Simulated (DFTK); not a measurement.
# Mo (Im-3m) in DFTK: a series of runs

The runs below take Mo through equation of state, band structure, with LDA, PBEsol, r2SCAN, BJ06.

Program: DFTK 0.8.2. These are calculated values, not measurements. Logs are shortened: lines on timing, memory, paths and dates and some standing lists are left out, and cuts for length are marked.

### 1 Starting point

The structure is cubic, space group Im-3m (No. 229). Conventional cell: a = 3.168 Å, b = 3.168 Å, c = 3.168 Å, α = 90.00°, β = 90.00°, γ = 90.00°. Around Mo (site symmetry m-3m) lie 8 Mo at 2.74 Å.

### 2 Equation of state, LDA

run.jl

```julia
using DFTK
using PseudoPotentialData
using Unitful, UnitfulAtomic
using LinearAlgebra, Printf
include("save.jl")
disable_threading()

lines = readlines("Mo.cif")
tag(name) = parse(Float64, split(only(filter(startswith(name), lines)))[2])
a, b, c = tag.(["_cell_length_a", "_cell_length_b", "_cell_length_c"])
α, β, γ = deg2rad.(tag.(["_cell_angle_alpha", "_cell_angle_beta", "_cell_angle_gamma"]))
cx, cy  = cos(β), (cos(α) - cos(β) * cos(γ)) / sin(γ)
lattice = austrip(1u"Å") * [a b*cos(γ) c*cx; 0 b*sin(γ) c*cy; 0 0 c*sqrt(1 - cx^2 - cy^2)]
sites     = split.(lines[findlast(startswith("_atom_site_"), lines)+1:end])
symbols   = [Symbol(s[2]) for s in sites]
positions = [parse.(Float64, s[5:7]) for s in sites]
pseudopotentials = PseudoFamily("cp2k.nc.sr.lda.v0_1.largecore.gth")
elements = Dict(s => ElementPsp(s, pseudopotentials) for s in unique(symbols))
atoms    = [elements[s] for s in symbols]

build_model(lattice, positions; symmetries=true) =
    model_DFT(lattice, atoms, positions;
              functionals=LDA(),
              temperature=austrip(0.05u"eV"),
              smearing=Smearing.FermiDirac(),
              symmetries)
Ecut  = 41.0  # hartree
kgrid = [11, 11, 11]
tol   = 1e-6
to_GPa = ustrip(uconvert(u"GPa", 1u"hartree/bohr^3"))

results["points"] = []
for scale in [0.94, 0.96, 0.98, 1.0, 1.02, 1.04, 1.06]
    println("\n=== scale = ", scale)
    model = build_model(cbrt(scale) * lattice, positions)
    basis = PlaneWaveBasis(model; Ecut, kgrid)
    t0 = time()
    scfres = self_consistent_field(basis;
                                   tol,
                                   nbandsalg=AdaptiveBands(model; n_bands_converge=8))
    seconds = time() - t0
    @printf "SCF: %d iterations, %.1f s\n" scfres.n_iter seconds
    forces = compute_forces_cart(scfres)
    stress = compute_stresses_cart(scfres)
    @printf "V = %.5f Å^3  F = %.8f Ha  max force = %.5f eV/Å  p = %.4f GPa\n" ustrip(auconvert(u"Å^3", model.unit_cell_volume)) scfres.energies.total ustrip(auconvert(u"eV/Å", maximum(norm, forces))) (-tr(stress) / 3 * to_GPa)
    push!(results["points"], save_scf!(scfres; forces, stress, d=Dict{String,Any}("seconds" => seconds, "n_matvec" => get(scfres, :n_matvec, 0))))
end

# third-order Birch-Murnaghan fit in x = V^(-2/3)
V = [0.94, 0.96, 0.98, 1.0, 1.02, 1.04, 1.06] * abs(det(lattice))
E = [p["total"] for p in results["points"]]
x = V .^ (-2 / 3)
c = [x .^ 0 x x .^ 2 x .^ 3] \ E
Δ = c[3]^2 - 3c[2] * c[4]
if Δ > 0
    x0 = (-c[3] + sqrt(Δ)) / 3c[4]
    B0 = 4 / 9 * x0^(7 / 2) * (2c[3] + 6c[4] * x0)
    @printf "V0 = %.4f Å^3  B0 = %.2f GPa\n" ustrip(auconvert(u"Å^3", x0^(-3 / 2))) B0 * to_GPa
end
```

Mo.cif

```cif
data_Mo
_cell_length_a 2.74323761
_cell_length_b 2.74323761
_cell_length_c 2.74323761
_cell_angle_alpha 109.47122063
_cell_angle_beta 109.47122063
_cell_angle_gamma 109.47122063
_space_group_name_H-M_alt 'P1'
_space_group_name_Hall 'P 1'
_space_group_IT_number 1
loop_
_space_group_symop_operation_xyz
'x,y,z'
loop_
_atom_site_label
_atom_site_type_symbol
_atom_site_symmetry_multiplicity
_atom_site_Wyckoff_symbol
_atom_site_fract_x
_atom_site_fract_y
_atom_site_fract_z
_atom_site_occupancy
Mo1 Mo 1 a 0.0000000000 0.0000000000 0.0000000000 1
```

Potentials or basis: cp2k.nc.sr.lda.v0_1.largecore.gth (LDA, GTH, large core).

On the command line:

```bash
$ julia --threads=1 run.jl  # save.jl only writes the numbers to a file and isn't shown; printed stress counts tension as positive; times include loading and compiling
```

Standard output:

```text
=== scale = 0.94
n     Energy            log10(ΔE)   log10(Δρ)   Diag   Δtime
---   ---------------   ---------   ---------   ----   ------
  1   -8.036982775572                   -0.64    4.4    4.59s
  2   -8.040563173653       -2.45       -0.93    1.0    2.13s
  3   -8.043666410919       -2.51       -1.53    2.1    3.23s
  4   -8.043951644212       -3.54       -1.95    1.0    1.31s
  5   -8.043988549226       -4.43       -2.61    1.5    2.63s
  6   -8.043989590007       -5.98       -3.24    2.0    1.61s
  7   -8.043989783234       -6.71       -3.81    1.9    3.07s
  8   -8.043989786747       -8.45       -4.24    1.6    1.34s
  9   -8.043989788347       -8.80       -4.99    1.8    2.71s
 10   -8.043989788398      -10.29       -5.78    2.1    1.76s
[... 57 further cycles ...]
  2   -8.035702706798       -2.29       -0.89    1.0    2.55s
  3   -8.040270807679       -2.34       -1.45    2.1    5.31s
  4   -8.040709847238       -3.36       -1.85    1.1    2.72s
  5   -8.040772212617       -4.21       -2.39    1.3    4.13s
  6   -8.040775292644       -5.51       -3.07    2.0    3.61s
  7   -8.040775828864       -6.27       -3.58    2.0    4.85s
  8   -8.040775834747       -8.23       -3.95    1.3    2.97s
  9   -8.040775840177       -8.27       -4.42    1.4    3.41s
 10   -8.040775840954       -9.11       -5.41    1.9    4.99s
 11   -8.040775840967      -10.89       -6.35    2.6    4.05s
SCF: 11 iterations, 45.4 s
V = 16.84513 Å^3  F = -8.04077584 Ha  max force = 0.00000 eV/Å  p = -20.6332 GPa
V0 = 15.3971 Å^3  B0 = 271.71 GPa
```

Wall time 6 min (1 thread of Intel Xeon Platinum 8488C (Sapphire Rapids), shared host); peak memory 1.7 GiB.

Results:

| Property | Result |
| --- | --- |
| Equilibrium volume | 15.40 Å³/atom |
| Bulk modulus | 272 GPa |
| Pressure derivative of the bulk modulus | 3.9 |

Energy against volume, from the lowest point:
```tsv
volume (Å³/atom)	energy (meV/atom)
14.938	11.06
15.256	0.00
15.574	0.56
15.892	11.66
16.209	32.28
16.527	61.52
16.845	98.52
```

Caveat: GTH potentials come without recommended cutoffs, and this one wasn't checked for convergence; this set keeps more shells in the core, which shifts pressures and gaps.

### 3 Band structure, LDA

run.jl

```julia
using DFTK
using PseudoPotentialData
using Unitful, UnitfulAtomic
using LinearAlgebra, Printf
include("save.jl")
disable_threading()

# lattice vectors are the columns
lattice = austrip(1u"Å") * [ -1.5838089719   1.5838089719   1.5838089719;
             1.5838089719  -1.5838089719   1.5838089719;
             1.5838089719   1.5838089719  -1.5838089719]
symbols   = [:Mo]
positions = [[0.0, 0.0, 0.0]]
pseudopotentials = Dict(:Mo => "Mo.upf")
elements = Dict(s => ElementPsp(s, pseudopotentials; rcut=10.0) for s in unique(symbols))
atoms    = [elements[s] for s in symbols]

build_model(lattice, positions; symmetries=true) =
    model_DFT(lattice, atoms, positions;
              functionals=LDA(),
              temperature=austrip(0.05u"eV"),
              smearing=Smearing.FermiDirac(),
              symmetries)
Ecut  = 45.0  # hartree
kgrid = [12, 12, 12]
tol   = 1e-6
to_GPa = ustrip(uconvert(u"GPa", 1u"hartree/bohr^3"))

model = build_model(lattice, positions)
basis = PlaneWaveBasis(model; Ecut, kgrid)
display(basis)
scfres = self_consistent_field(basis;
                               tol,
                               nbandsalg=AdaptiveBands(model; n_bands_converge=12))
display(scfres.energies)
@printf "Fermi level: %.6f eV\n" ustrip(auconvert(u"eV", something(scfres.εF, NaN)))
forces = compute_forces_cart(scfres)
println("Forces (eV/Å)")
for (s, f) in zip(symbols, forces)
    @printf "%-3s %12.6f %12.6f %12.6f\n" s ustrip.(auconvert.(u"eV/Å", f))...
end
stress = compute_stresses_cart(scfres)
println("Stress (GPa)")
display(round.(stress * to_GPa; digits=4))
println("Levels at the first k-point (eV): ", round.(ustrip.(auconvert.(u"eV", scfres.eigenvalues[1][1:scfres.n_bands_converge])); digits=4))
save_scf!(scfres; forces, stress)

points = Dict("G" => [0.0, 0.0, 0.0], "H" => [0.5, -0.5, 0.5], "P" => [0.25, 0.25, 0.25], "N" => [0.0, 0.0, 0.5])
segments = [("G", "H", 10), ("H", "N", 7), ("N", "G", 7), ("G", "P", 8), ("P", "H", 8), ("P", "N", 5)]
kcoords = vcat([[points[a] + t * (points[b] - points[a]) for t in range(0, 1, n)] for (a, b, n) in segments]...)
bands = compute_bands(scfres, ExplicitKpoints(kcoords); n_bands=14, tol=1e-5)
for (k, ε) in zip(bands.basis.kpoints, bands.eigenvalues)
    @printf "%d %8.4f %8.4f %8.4f " k.spin k.coordinate...
    println(join([@sprintf("%9.4f", e) for e in ustrip.(auconvert.(u"eV", ε .- scfres.εF))]))
end
results["band_energies"] = rows(bands.eigenvalues); results["band_kpoints"] = rows(kcoords)
```

Potentials or basis: SG15 1.2 (PBE).

On the command line:

```bash
$ julia --threads=1 run.jl  # save.jl only writes the numbers to a file and isn't shown; printed stress counts tension as positive; times include loading and compiling
```

Standard output:

```text
PlaneWaveBasis discretization:

    Ecut                 : 45.0 Ha
    fft_size             : (36, 36, 36), 46656 total points
    kgrid                : MonkhorstPack([12, 12, 12])
    num.   red. kpoints  : 1728
    num. irred. kpoints  : 72

    Discretized Model(lda_x+lda_c_pw, 3D):
        lattice (in Bohr)    : [-2.99297  , 2.99297   , 2.99297   ]
                               [2.99297   , -2.99297  , 2.99297   ]
                               [2.99297   , 2.99297   , -2.99297  ]
        unit cell volume     : 107.24 Bohr³

        atoms                : Mo
        atom potentials      : ElementPsp(:Mo, "Mo.upf")

        num. electrons       : 14
[... 21 lines left out ...]
  8   -68.51263215717       -9.96       -5.44    1.8    11.1s
  9   -68.51263215717      -11.58       -5.97    2.0    9.92s
 10   -68.51263215717   +  -12.37       -6.62    2.0    10.8s
Energy breakdown (in Ha):
    Kinetic             21.1582786
    AtomicLocal         -39.7839611
    AtomicNonlocal      5.2543693
    Ewald               -59.5805256
    PspCorrection       3.0101516
    Hartree             9.1613000
    Xc                  -7.7321548
    Entropy             -0.0000902

    total               -68.512632157167
Fermi level: 14.810927 eV
Forces (eV/Å)
Mo      0.000000     0.000000     0.000000
Stress (GPa)
3×3 StaticArraysCore.SMatrix{3, 3, Float64, 9} with indices SOneTo(3)×SOneTo(3):
 13.2225   0.0      0.0
  0.0     13.2225   0.0
  0.0      0.0     13.2225
Levels at the first k-point (eV): [-46.2934, -19.5447, -19.5447, -19.5447, 7.5806, 13.5147, 13.5147, 13.5147, 16.4835, 16.4835, 29.8752, 29.8752]
1   0.0000   0.0000   0.0000  -61.1043 -34.3557 -34.3557 -34.3557  -7.2303  -1.2963  -1.2963  -1.2963   1.6726   1.6726  15.0643  15.0643  15.0643  26.2208
1   0.0556  -0.0556   0.0556  -61.0896 -34.4161 -34.3829 -34.3829  -6.9606  -1.3115  -1.3115  -1.1762   1.3220   1.7970  15.3475  15.5123  15.5123  23.6189
1   0.1111  -0.1111   0.1111  -61.0476 -34.5774 -34.4619 -34.4619  -6.2073  -1.3102  -1.3102  -0.8217   0.4127   2.1381  16.0569  16.7584  16.7584  20.0817
1   0.1667  -0.1667   0.1667  -60.9850 -34.7901 -34.5841 -34.5841  -5.1441  -1.1862  -1.1862  -0.7742  -0.2504   2.5987  16.9423  17.1887  18.4233  18.4233
1   0.2222  -0.2222   0.2222  -60.9112 -34.9976 -34.7358 -34.7358  -4.0977  -2.0049  -0.8364  -0.8364   0.5046   3.0827  15.4946  17.8450  19.1182  19.1182
1   0.2778  -0.2778   0.2778  -60.8365 -35.1575 -34.8993 -34.8993  -3.5596  -3.1315  -0.1950  -0.1950   1.3892   3.7504  15.2866  17.3614  17.3614  18.6964
[... 37 lines left out ...]
1   0.0625   0.0625   0.4375  -60.8500 -35.6658 -34.8279 -34.4185  -4.9172  -3.3197   0.7797   1.7924   2.3363   5.7758  11.0486  12.4148  16.4227  22.7504
1   0.0000   0.0000   0.5000  -60.8529 -35.7164 -34.7898 -34.3667  -5.2475  -3.3116   1.6024   1.6977   2.3188   4.7703  11.3856  12.1025  17.2080  22.3834
```

Run time: 4.4 min. Hardware: 1 thread of Intel Xeon at 2.50GHz (Skylake/Cascade Lake), shared host; peak memory 1.7 GiB.

What came out:

```yaml
Free_energy: -1864.3237 eV
Pressure: -13.2 GPa
Band_gap_on_the_k_mesh: none (metal or under the smearing width)
```

Levels at the corners of the path, in eV from the Fermi level:
```csv
point,band 3,band 4,band 5,band 6,band 7,band 8,band 9,band 10,band 11,band 12
Γ,-34.36,-34.36,-7.23,-1.30,-1.30,-1.30,1.67,1.67,15.06,15.06
H,-35.29,-35.29,-5.33,-5.33,4.01,4.01,4.01,8.97,8.97,8.97
N,-34.79,-34.37,-5.25,-3.31,1.60,1.70,2.32,4.77,11.39,12.10
Γ,-34.36,-34.36,-7.23,-1.30,-1.30,-1.30,1.67,1.67,15.06,15.06
P,-35.05,-35.05,-2.55,-2.55,-2.55,2.44,2.44,9.30,11.50,11.50
H,-35.29,-35.29,-5.33,-5.33,4.01,4.01,4.01,8.97,8.97,8.97
P,-35.05,-35.05,-2.55,-2.55,-2.55,2.44,2.44,9.30,11.50,11.50
N,-34.79,-34.37,-5.25,-3.31,1.60,1.70,2.32,4.77,11.39,12.10
```

Caveat: the potentials were made for another functional, which shifts forces and pressure.

(Part 1 of 2 ends here.)
